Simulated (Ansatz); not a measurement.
# HfSi: a relaxation, part 2 of 3

Aim: for HfSi, relax the bulk.

Ansatz 0.2.0; DFT PBEsol, scalar-relativistic, plane waves, PAW. The steps go on from the part before.

## 3. A loose first relaxation

File input.yaml:

```yaml
crystal:
  lattice:
    - [7.0015093433, 0.0, 0.0]
    - [0.0, 3.7536754368, 0.0]
    - [0.0, 0.0, 5.1641705857]
  atoms:
    - { symbol: Hf, position: [0.82, 0.25, 0.125] }
    - { symbol: Hf, position: [0.32, 0.25, 0.375] }
    - { symbol: Hf, position: [0.18, 0.75, 0.875] }
    - { symbol: Hf, position: [0.68, 0.75, 0.625] }
    - { symbol: Si, position: [0.125, 0.25, 0.69] }
    - { symbol: Si, position: [0.625, 0.25, 0.81] }
    - { symbol: Si, position: [0.875, 0.75, 0.31] }
    - { symbol: Si, position: [0.375, 0.75, 0.19] }
basis:
  ecutwfc: 420
kpoints:
  mp_grid: { grid: [4, 6, 4] }
hamiltonian:
  xc: pbesol
scf:
  occupations: { method: gaussian, width: 0.1 }
output:
  forces: true
  stress: true
  eigenvalues: true
relax:
  adjacent_minimum: "off"
  f_tol: 0.05
  max_steps: 80
  cell: { stress_tol: 0.5 }
```

Run with:

```
> ansatz run input.yaml --threads 8 --pin off --max-ram 15360MiB --backend cpu --events-out ev --progress --plain --runs-dir out
```

The program printed:

```text
Warning: RAYON_NUM_THREADS=8 ignored (pool sized by the plan → 8); use --threads N
Engine: ansatz 0.2.0, aarch64-unknown-linux-gnu
Pseudopotentials: kind: paw
Pseudopotential: Hf, paw, valence charge 26, recommended cutoff 420 eV (normal), Hf.paw.azcp
Pseudopotential: Si, paw, valence charge 4, recommended cutoff 420 eV (normal), Si.paw.azcp
Functional definition: PBEsol
  exchange = pbesol_x
  correlation = pbesol_c
Crystal: 8 atoms, lattice volume = 135.722 Å³
Basis set: ecut = 420 eV, 2659 PW (Γ), exchange–correlation on 96×54×72 points (8 copies of the dense FFT grid, shifted against one another)
Bands: 72, of which v1, the nominal top of the filled ones, is band 60 counted from 1 (59 counted from 0)
Symmetry: 8 space group operations
Space group: Pnma (ITA 62), of the structure as read, at distance tolerance 5.1e-5 Å
k-points: 36 of 96
Non-local potential: Hf, projectors of the file, l = 0: 3, l = 1: 2, l = 2: 2, l = 3: 3
Non-local potential: Si, projectors of the file, l = 0: 2, l = 1: 2, l = 2: 2
PAW form: soft (Blöchl's): semilocal exchange-correlation on the pseudo side does not see the compensation charge
PAW frozen core: Hf, regenerated for the run's functional, and the local potential with it (the file was generated under x = pbe(κ = 0.804, μ = 0.2195149727645171), c = pbe(β = 0.06672455060314922))
PAW frozen core: Si, regenerated for the run's functional, and the local potential with it (the file was generated under x = pbe(κ = 0.804, μ = 0.2195149727645171), c = pbe(β = 0.06672455060314922))
PAW one-centre angular grid: Hf, 590 points (default); XC on 64 Gauss nodes
PAW one-centre angular grid: Si, 110 points (default); XC on 64 Gauss nodes
Initial density: superposition of atomic densities (neutral atoms: chi_scale 0, normalization atom), corrected by the library's trained network
Initial wavefunctions: pseudopotential atomic-orbital guess
Functional: x = pbesol(κ = 0.804, μ = 0.12345679012345678), c = pbesol(β = 0.046)
SCF iter   1: F=—  HF=-64860.142206 eV  |F-HF|=—  |Δ(HF+E_count)|=         —  Δρ=8.25e-3  dr2=1.01e-1  ethr=1.77e-3  ⟨swp⟩=5.5  Hψ=8988  notcnv=0  defer=1
preconditioner: auto → Kerker (q_TF=auto, 2.673 Å⁻¹)  [metal: Δε(μ)=0.061 eV  Ē_g=15.550 eV  σ=0.100 eV  W_gap=0.32  n_scr=42 (ndim 8)  ℏωp=33.7 eV  f_vac=0.000  D(μ)=3.03/eV (n_scr^D=16)]
SCF iter   2: F=—  HF=-64860.128202 eV  |F-HF|=—  |Δ(HF+E_count)|=   1.40e-2  Δρ=4.97e-3  dr2=3.83e-2  ethr=8.42e-5  ⟨swp⟩=1.8  Hψ=3054  notcnv=0  defer=2
SCF iter   3: F=—  HF=-64860.119117 eV  |F-HF|=—  |Δ(HF+E_count)|=   9.08e-3  Δρ=6.88e-4  dr2=7.48e-4  ethr=3.19e-5  ⟨swp⟩=2.0  Hψ=2995  notcnv=0  defer=2
SCF iter   4: F=—  HF=-64860.119046 eV  |F-HF|=—  |Δ(HF+E_count)|=   7.14e-5  Δρ=2.86e-4  dr2=1.18e-4  ethr=6.23e-7  ⟨swp⟩=2.0  Hψ=4359  notcnv=0  defer=2
SCF iter   5: F=—  HF=-64860.119047 eV  |F-HF|=—  |Δ(HF+E_count)|=   1.72e-6  Δρ=1.03e-4  dr2=1.52e-5  ethr=9.83e-8  ⟨swp⟩=2.0  Hψ=4314  notcnv=0  defer=2
SCF iter   6: F=—  HF=-64860.119040 eV  |F-HF|=—  |Δ(HF+E_count)|=   7.49e-6  Δρ=5.07e-5  dr2=3.09e-6  ethr=1.26e-8  ⟨swp⟩=3.2  Hψ=5516  notcnv=0  defer=2
SCF iter   7: F=—  HF=-64860.119037 eV  |F-HF|=—  |Δ(HF+E_count)|=   2.66e-6  Δρ=1.34e-5  dr2=2.71e-7  ethr=2.58e-9  ⟨swp⟩=2.0  Hψ=4578  notcnv=0  defer=2
SCF iter   8: F=-64860.119037 eV  HF=-64860.119037 eV  |F-HF|=1.47e-8  |Δ(HF+E_count)|=   3.24e-8  Δρ=3.29e-6  dr2=1.55e-8  ethr=8.33e-11  ⟨swp⟩=9.1  Hψ=11505  notcnv=0
SCF 1 converged in 8 iterations: F = -64860.119037 eV  dr2 = 1.55e-8
relax step   1: F+E_penalty+E_count = -64860.11903709 eV  Δ(F+E_penalty+E_count) = +0.000e0 eV  max|allowed force component| = 9.324e0 eV/Å  Δτ_max = 0.0000 Å  P = +60.721 GPa  Ω = 135.722 Å³  (8 SCF iters, dr2 threshold 1.00e-7 eV, accepted)
Crystal: 8 atoms, lattice volume = 147.397 Å³
Basis set: ecut = 420 eV, 2875 PW (Γ), exchange–correlation on 96×54×72 points (8 copies of the dense FFT grid, shifted against one another)
Initial density: handed on by an earlier stage of this run
Initial wavefunctions: those handed on with the density
iter 1 solved again at ethr=5.47e-4 eV; its pass at ethr=3.10e-3 eV (dr2=6.56e-1 eV) is discarded
SCF iter   1: F=—  HF=-64870.053375 eV  |F-HF|=—  |Δ(HF+E_count)|=         —  Δρ=1.65e-2  dr2=6.57e-1  ethr=5.47e-4  ⟨swp⟩=1.0  Hψ=13415  notcnv=0
preconditioner: auto → Kerker (q_TF=auto, 2.636 Å⁻¹)  [metal: Δε(μ)=0.017 eV  Ē_g=15.546 eV  σ=0.100 eV  W_gap=0.10  n_scr=42 (ndim 8)  ℏωp=32.4 eV  f_vac=0.000  D(μ)=5.56/eV (n_scr^D=42)]
SCF iter   2: F=—  HF=-64869.914282 eV  |F-HF|=—  |Δ(HF+E_count)|=   1.39e-1  Δρ=1.03e-2  dr2=2.82e-1  ethr=5.47e-4  ⟨swp⟩=2.0  Hψ=2857  notcnv=0
SCF iter   3: F=—  HF=-64869.829484 eV  |F-HF|=—  |Δ(HF+E_count)|=   8.48e-2  Δρ=1.66e-3  dr2=4.06e-3  ethr=2.35e-4  ⟨swp⟩=3.1  Hψ=5000  notcnv=0
SCF iter   4: F=—  HF=-64869.822635 eV  |F-HF|=—  |Δ(HF+E_count)|=   6.85e-3  Δρ=1.27e-3  dr2=1.80e-3  ethr=3.38e-6  ⟨swp⟩=2.0  Hψ=4761  notcnv=0
SCF iter   5: F=—  HF=-64869.822374 eV  |F-HF|=—  |Δ(HF+E_count)|=   2.61e-4  Δρ=3.14e-4  dr2=2.33e-4  ethr=1.50e-6  ⟨swp⟩=2.8  Hψ=4662  notcnv=0
SCF iter   6: F=—  HF=-64869.822343 eV  |F-HF|=—  |Δ(HF+E_count)|=   3.12e-5  Δρ=8.30e-5  dr2=1.18e-5  ethr=1.94e-7  ⟨swp⟩=2.9  Hψ=4720  notcnv=0
SCF iter   7: F=—  HF=-64869.822338 eV  |F-HF|=—  |Δ(HF+E_count)|=   4.67e-6  Δρ=2.24e-5  dr2=7.28e-7  ethr=6.67e-10  ⟨swp⟩=5.9  Hψ=14311  notcnv=0
SCF iter   8: F=-64869.822338 eV  HF=-64869.822338 eV  |F-HF|=1.04e-7  |Δ(HF+E_count)|=   1.31e-7  Δρ=7.86e-6  dr2=1.12e-7  ethr=6.06e-10  ⟨swp⟩=4.0  Hψ=9241  notcnv=0
SCF 2 converged in 8 iterations: F = -64869.822338 eV  dr2 = 1.12e-7
relax step   2: F+E_penalty+E_count = -64869.82233810 eV  Δ(F+E_penalty+E_count) = -9.703e0 eV  max|allowed force component| = 6.809e0 eV/Å  Δτ_max = 0.1586 Å  P = +29.913 GPa  Ω = 147.397 Å³  energy of the carried Pulay correction = -5.086e-3 eV  (8 SCF iters, dr2 threshold 8.00e-7 eV, accepted)
Crystal: 8 atoms, lattice volume = 153.103 Å³
Basis set: ecut = 420 eV, 2979 PW (Γ), exchange–correlation on 96×54×72 points (8 copies of the dense FFT grid, shifted against one another)
iter 1 solved again at ethr=3.86e-4 eV; its pass at ethr=3.10e-3 eV (dr2=4.63e-1 eV) is discarded
SCF iter   1: F=—  HF=-64875.778213 eV  |F-HF|=—  |Δ(HF+E_count)|=         —  Δρ=1.43e-2  dr2=4.73e-1  ethr=3.86e-4  ⟨swp⟩=1.0  Hψ=11756  notcnv=0
preconditioner: auto → Kerker (q_TF=auto, 2.620 Å⁻¹)  [metal: Δε(μ)=0.013 eV  Ē_g=15.589 eV  σ=0.100 eV  W_gap=0.07  n_scr=42 (ndim 8)  ℏωp=31.8 eV  f_vac=0.000  D(μ)=4.32/eV (n_scr^D=32)]
SCF iter   2: F=—  HF=-64875.680472 eV  |F-HF|=—  |Δ(HF+E_count)|=   9.77e-2  Δρ=8.85e-3  dr2=1.96e-1  ethr=3.86e-4  ⟨swp⟩=2.2  Hψ=3331  notcnv=0
SCF iter   3: F=—  HF=-64875.647158 eV  |F-HF|=—  |Δ(HF+E_count)|=   3.33e-2  Δρ=2.87e-3  dr2=1.29e-2  ethr=1.63e-4  ⟨swp⟩=2.1  Hψ=4672  notcnv=0
SCF iter   4: F=—  HF=-64875.615194 eV  |F-HF|=—  |Δ(HF+E_count)|=   3.20e-2  Δρ=1.11e-3  dr2=1.94e-3  ethr=1.07e-5  ⟨swp⟩=2.0  Hψ=4758  notcnv=0
SCF iter   5: F=—  HF=-64875.614337 eV  |F-HF|=—  |Δ(HF+E_count)|=   8.56e-4  Δρ=5.12e-4  dr2=3.31e-4  ethr=1.62e-6  ⟨swp⟩=2.0  Hψ=4759  notcnv=0
SCF iter   6: F=—  HF=-64875.613682 eV  |F-HF|=—  |Δ(HF+E_count)|=   6.55e-4  Δρ=1.70e-4  dr2=4.30e-5  ethr=2.76e-7  ⟨swp⟩=2.0  Hψ=4756  notcnv=0
SCF iter   7: F=—  HF=-64875.613521 eV  |F-HF|=—  |Δ(HF+E_count)|=   1.62e-4  Δρ=5.65e-5  dr2=4.07e-6  ethr=3.58e-8  ⟨swp⟩=2.0  Hψ=4757  notcnv=0
SCF iter   8: F=-64875.613500 eV  HF=-64875.613501 eV  |F-HF|=3.01e-7  |Δ(HF+E_count)|=   2.00e-5  Δρ=1.07e-5  dr2=1.46e-7  ethr=6.67e-10  ⟨swp⟩=8.9  Hψ=14473  notcnv=0
SCF 3 converged in 8 iterations: F = -64875.613500 eV  dr2 = 1.46e-7
relax step   3: F+E_penalty+E_count = -64875.61350031 eV  Δ(F+E_penalty+E_count) = -5.791e0 eV  max|allowed force component| = 4.923e0 eV/Å  Δτ_max = 0.1947 Å  P = +11.244 GPa  Ω = 153.103 Å³  energy of the carried Pulay correction = -7.423e-3 eV  (8 SCF iters, dr2 threshold 8.00e-7 eV, accepted)
[... 12 lines left out ...]
relax step   4: F+E_penalty+E_count = -64879.07812617 eV  Δ(F+E_penalty+E_count) = -3.465e0 eV  max|allowed force component| = 3.523e0 eV/Å  Δτ_max = 0.1948 Å  P = +0.555 GPa  Ω = 153.537 Å³  energy of the carried Pulay correction = -7.597e-3 eV  (8 SCF iters, dr2 threshold 8.00e-7 eV, accepted)
[... 13 lines left out ...]
relax step   5: F+E_penalty+E_count = -64881.68050193 eV  Δ(F+E_penalty+E_count) = -2.602e0 eV  max|allowed force component| = 2.644e0 eV/Å  Δτ_max = 0.1981 Å  P = -4.648 GPa  Ω = 148.983 Å³  energy of the carried Pulay correction = -5.745e-3 eV  (8 SCF iters, dr2 threshold 8.00e-7 eV, accepted)
[... 13 lines left out ...]
relax step   6: F+E_penalty+E_count = -64883.81879733 eV  Δ(F+E_penalty+E_count) = -2.138e0 eV  max|allowed force component| = 1.751e0 eV/Å  Δτ_max = 0.1950 Å  P = -4.944 GPa  Ω = 141.907 Å³  energy of the carried Pulay correction = -2.747e-3 eV  (8 SCF iters, dr2 threshold 8.00e-7 eV, accepted)
[... 12 lines left out ...]
relax step   7: F+E_penalty+E_count = -64884.99737837 eV  Δ(F+E_penalty+E_count) = -1.179e0 eV  max|allowed force component| = 7.712e-1 eV/Å  Δτ_max = 0.1668 Å  P = -3.463 GPa  Ω = 137.131 Å³  energy of the carried Pulay correction = -6.372e-4 eV  (7 SCF iters, dr2 threshold 8.00e-7 eV, accepted)
[... 12 lines left out ...]
relax step   8: F+E_penalty+E_count = -64885.27767683 eV  Δ(F+E_penalty+E_count) = -2.803e-1 eV  max|allowed force component| = 2.879e-1 eV/Å  Δτ_max = 0.1505 Å  P = +0.683 GPa  Ω = 132.975 Å³  energy of the carried Pulay correction = +1.260e-3 eV  (7 SCF iters, dr2 threshold 8.00e-7 eV, accepted)
[... 11 lines left out ...]
relax step   9: F+E_penalty+E_count = -64885.31071172 eV  Δ(F+E_penalty+E_count) = -3.303e-2 eV  max|allowed force component| = 2.983e-2 eV/Å  Δτ_max = 0.0373 Å  P = -0.061 GPa  Ω = 133.494 Å³  energy of the carried Pulay correction = +1.020e-3 eV  (6 SCF iters, dr2 threshold 8.00e-7 eV, accepted)
Initial wavefunctions: pseudopotential atomic-orbital guess (no wavefunctions were taken with the density)
iter 1 solved again at ethr=1.56e-7 eV; its pass at ethr=3.10e-3 eV (dr2=1.87e-4 eV) is discarded
SCF iter   1: F=—  HF=-64885.310278 eV  |F-HF|=—  |Δ(HF+E_count)|=         —  Δρ=2.40e-5  dr2=2.33e-7  ethr=1.56e-7  ⟨swp⟩=3.0  Hψ=14948  notcnv=0
preconditioner: auto → Kerker (q_TF=auto, 2.680 Å⁻¹)  [metal: Δε(μ)=0.097 eV  Ē_g=16.246 eV  σ=0.100 eV  W_gap=0.50  n_scr=42 (ndim 8)  ℏωp=34.0 eV  f_vac=0.000  D(μ)=0.83/eV (n_scr^D=2)]
SCF iter   2: F=—  HF=-64885.310225 eV  |F-HF|=—  |Δ(HF+E_count)|=   5.30e-5  Δρ=1.72e-5  dr2=2.26e-7  ethr=1.94e-10  ⟨swp⟩=3.3  Hψ=6325  notcnv=0
SCF iter   3: F=—  HF=-64885.310225 eV  |F-HF|=—  |Δ(HF+E_count)|=   5.88e-8  Δρ=9.86e-6  dr2=7.05e-8  ethr=1.88e-10  ⟨swp⟩=2.0  Hψ=4294  notcnv=0
SCF iter   4: F=-64885.310225 eV  HF=-64885.310225 eV  |F-HF|=2.40e-9  |Δ(HF+E_count)|=   4.74e-9  Δρ=1.80e-6  dr2=5.33e-9  ethr=6.67e-12  ⟨swp⟩=4.1  Hψ=10636  notcnv=0
SCF 10 converged in 4 iterations: F = -64885.310225 eV  dr2 = 5.33e-9
relax step  10: F+E_penalty+E_count = -64885.31022514 eV  Δ(F+E_penalty+E_count) = +4.866e-4 eV  max|allowed force component| = 2.977e-2 eV/Å  Δτ_max = 0.0000 Å  P = -0.098 GPa  Ω = 133.494 Å³  stress off target by 3.47e-1 GPa  SCF on the basis re-selected at this cell (its energy is not comparable with the rows above)  (4 SCF iters)
basis re-selected at this cell: Δ(F+E_penalty+E_count) = +4.866e-4 eV, ΔP = -0.036 GPa vs the last step (what re-selecting the basis moved, of the pressure what is left beyond the Pulay correction that the steps carried, after the strain that the cell walked since its last selection, with what the two solves' SCF thresholds leave and, on support functions, any second-order correction that the steps lacked; it is no measure of the basis error at this ecutwfc). This SCF's stress stands 3.47e-1 GPa from its target on what of the cell is left free (relax.cell.stress_tol is 5.00e-1 GPa) and its largest allowed force component is 2.98e-2 eV/Å (relax.f_tol is 5.00e-2 eV/Å): within both
SCF converged after 4 iterations
Free energy (F): -64885.310225 eV
Harris-Foulkes:  -64885.310225 eV  (|F-HF|=2.40e-9)
Internal energy: -64885.306090 eV  (E = F + TS)
E sigma→0 (E₀):  -64885.308158 eV
Entropy (-TS):   -0.004135 eV (-0.517 meV/atom)
Fermi energy:    17.901879 eV
--- Per-component energies (eV) ---
  E_band       = 124.375885
  E_kinetic    = 1873.419830
  E_local      = -22993.217515  (includes V_loc(G=0)·N_el)
  E_nonlocal   = -4851.662280
  E_hartree    = 10842.686997
  E_xc         = -1418.463439
  E_vxc        = -1263.424487  (∫ρ·V_xc dr)
  E_paw        = -29222.854679  (= ΣΔE_a)
  E_vpaw       = 5673.883652  (= ΣTr[D̂ρ^β])
  E_aug_tail   = 0.000019  (compensation charges beyond the density's cutoff)
  E_ewald      = -19120.345632
  E_core_change = 5.130609  (= ΣΔE_core)
  E_smearing   = -0.004135  (= −TS)
  E_closure    = 0.000000  (closes the sum)
  Σ components = -64885.310225   (vs F -64885.310225, Δ=0.00e0)
--- Forces (eV/Å), atoms counted from 1 ---
  atom   1  Hf     0.02977484     0.00000000    -0.00419106
  atom   2  Hf     0.02977484     0.00000000     0.00419106
  atom   3  Hf    -0.02977484     0.00000000     0.00419106
  atom   4  Hf    -0.02977484     0.00000000    -0.00419106
  atom   5  Si     0.00268844     0.00000000     0.00086641
  atom   6  Si     0.00268844     0.00000000    -0.00086641
  atom   7  Si    -0.00268844     0.00000000    -0.00086641
  atom   8  Si    -0.00268844     0.00000000     0.00086641
  max |Σ_I F_I| component: 1.56e-17 eV/Å
--- Stress (GPa, compression-positive) ---
       -0.346583       0.000000       0.000000
        0.000000       0.030759       0.000000
        0.000000       0.000000       0.022915
  P = ⅓ Tr σ = -0.0976 GPa (-0.976 kbar)
--- Band table (eV; the first three rows and the last of 36) ---
  k-point 0: bands = ["-43.8575", "-43.8434", "-43.8353", "-43.8272", "-12.7543", "-12.7526", "-12.7111", "-12.6331", "-12.6263", "-12.6087", "-12.5505", "-12.4959", "-12.4443", "-12.4428", "-12.4374", "-12.3723", "5.6861", "6.1229", "6.1342", "6.1367", "6.1395", "6.1397", "6.1424", "6.1463", "6.1486", "6.1511", "6.1513", "6.1521", "6.1545", "6.1557", "6.1583", "6.1600", "6.1608", "6.1631", "6.1633", "6.1663", "6.1718", "6.1734", "6.1743", "6.1750", "6.1821", "6.1850", "6.1904", "6.1905", "6.2230", "7.6373", "10.7280", "10.9488", "12.5155", "13.4736", "13.5354", "14.0690", "15.0451", "15.1723", "15.5369", "15.7150", "17.0475", "17.3522", "17.5568", "17.5710", "18.2548", "18.5134", "18.7476", "19.1321", "19.1504", "19.8303", "19.8500", "20.4153", "21.1834", "21.6625", "21.8142", "22.1167"]
  k-point 1: bands = ["-43.8543", "-43.8409", "-43.8387", "-43.8295", "-12.7855", "-12.7048", "-12.6913", "-12.6448", "-12.6133", "-12.5825", "-12.5340", "-12.5162", "-12.4757", "-12.4540", "-12.4402", "-12.3953", "5.9610", "6.1218", "6.1311", "6.1341", "6.1397", "6.1409", "6.1420", "6.1432", "6.1451", "6.1463", "6.1527", "6.1528", "6.1558", "6.1561", "6.1562", "6.1598", "6.1604", "6.1645", "6.1658", "6.1694", "6.1697", "6.1746", "6.1763", "6.1780", "6.1822", "6.1854", "6.1921", "6.1942", "6.2912", "7.4961", "10.6259", "11.3774", "11.5003", "13.2350", "14.0861", "14.6612", "14.7295", "15.0193", "15.4309", "15.9756", "16.9947", "17.5200", "17.6039", "17.6856", "17.7444", "18.4217", "18.5470", "19.2256", "19.2630", "19.5327", "20.1185", "20.1681", "20.8834", "21.2258", "21.5213", "21.8324"]
  k-point 2: bands = ["-43.8466", "-43.8466", "-43.8351", "-43.8351", "-12.7607", "-12.7607", "-12.6263", "-12.6263", "-12.5650", "-12.5650", "-12.5484", "-12.5484", "-12.4941", "-12.4941", "-12.4286", "-12.4286", "6.1223", "6.1223", "6.1309", "6.1309", "6.1369", "6.1369", "6.1417", "6.1417", "6.1461", "6.1461", "6.1509", "6.1509", "6.1552", "6.1552", "6.1591", "6.1591", "6.1628", "6.1628", "6.1706", "6.1706", "6.1710", "6.1710", "6.1813", "6.1813", "6.1836", "6.1836", "6.1951", "6.1951", "6.9090", "6.9090", "10.6845", "10.6845", "12.4961", "12.4961", "14.3625", "14.3625", "14.7804", "14.7804", "16.0178", "16.0178", "16.6474", "16.6474", "17.6759", "17.6759", "18.7541", "18.7541", "18.8165", "18.8165", "19.5382", "19.5382", "19.9130", "19.9130", "20.6249", "20.6249", "21.4277", "21.4277"]
  k-point 35: bands = ["-43.8388", "-43.8388", "-43.8388", "-43.8388", "-12.7613", "-12.7613", "-12.7613", "-12.7613", "-12.5838", "-12.5838", "-12.5838", "-12.5838", "-12.4377", "-12.4377", "-12.4377", "-12.4377", "6.1342", "6.1342", "6.1342", "6.1342", "6.1445", "6.1445", "6.1445", "6.1445", "6.1498", "6.1498", "6.1498", "6.1498", "6.1568", "6.1568", "6.1568", "6.1568", "6.1669", "6.1669", "6.1669", "6.1669", "6.1751", "6.1751", "6.1751", "6.1751", "6.1831", "6.1831", "6.1831", "6.1831", "9.1095", "9.1095", "9.1095", "9.1095", "12.8255", "12.8255", "12.8255", "12.8255", "15.1568", "15.1568", "15.1568", "15.1568", "16.1394", "16.1394", "16.1394", "16.1394", "19.7834", "19.7834", "19.7834", "19.7834", "20.8826", "20.8826", "20.8826", "20.8826", "21.7604", "21.7604", "21.7604", "21.7604"]
--- Relaxed structure (9 steps of the walk, 9 accepted, 1 SCFs on fresh bases) ---
  F+E_penalty+E_count = -64885.31022514 eV   max|allowed force component| = 2.977e-2 eV/Å   (the final SCF, on the basis selected at the relaxed cell)
  cell:  # Å, volume = 133.4944 Å³
    - [6.8518501487593895, 0.0, 0.0]
    - [0.0, 3.7471898267741985, 0.0]
    - [0.0, 0.0, 5.199354458197707]
  atoms:
    - { symbol: Hf, position: [0.8241661445460904, 0.25, 0.12591740740074134] }
    - { symbol: Hf, position: [0.32416614454609044, 0.25, 0.37408259259925863] }
    - { symbol: Hf, position: [0.1758338554539095, 0.75, 0.8740825925992586] }
    - { symbol: Hf, position: [0.6758338554539096, 0.75, 0.6259174074007413] }
    - { symbol: Si, position: [-0.04308980719087184, 0.25, 0.6410877589546254] }
    - { symbol: Si, position: [0.45691019280912815, 0.25, 0.8589122410453746] }
    - { symbol: Si, position: [1.0430898071908719, 0.75, 0.3589122410453745] }
    - { symbol: Si, position: [0.5430898071908719, 0.75, 0.14108775895462555] }
```

It took 32 s on 8 threads of Arm Neoverse V2, shared host; peak memory 0.9 GiB.

Relaxation path:

| step | energy from step 1 (eV/cell) | largest force component (eV/Å) | pressure (GPa) | volume (Å³) |
| --- | --- | --- | --- | --- |
| 1 | 0.0000 | 9.3243 | 60.72 | 135.72 |
| 2 | -9.7033 | 6.8092 | 29.91 | 147.40 |
| 3 | -15.4945 | 4.9230 | 11.24 | 153.10 |
| 4 | -18.9591 | 3.5235 | 0.55 | 153.54 |
| 5 | -21.5615 | 2.6442 | -4.65 | 148.98 |
| 6 | -23.6998 | 1.7506 | -4.94 | 141.91 |
| 7 | -24.8783 | 0.7712 | -3.46 | 137.13 |
| 8 | -25.1586 | 0.2879 | 0.68 | 132.98 |
| 9 | -25.1917 | 0.0298 | -0.06 | 133.49 |
| 10 | -25.1912 | 0.0298 | -0.10 | 133.49 |

Step 1 is the start. Step 10 repeats the geometry before it on a plane-wave basis chosen anew for that cell, so its energy need not be comparable with the rows above.

|  | before | after | change |
| --- | --- | --- | --- |
| a (Å) | 7.002 | 6.852 | -2.1 % |
| b (Å) | 3.754 | 3.747 | -0.2 % |
| c (Å) | 5.164 | 5.199 | +0.7 % |
| volume (Å³/atom) | 16.97 | 16.69 | -1.6 % |
| shortest distance (Å) | 2.124 | 2.452 | +15.4 % |
| space group (0.01 Å) | Pnma | Pnma | same |

Forces and stress were held to the start's 8 operations: a distortion of lower symmetry was not tested.

(Part 2 of 3 ends here.)
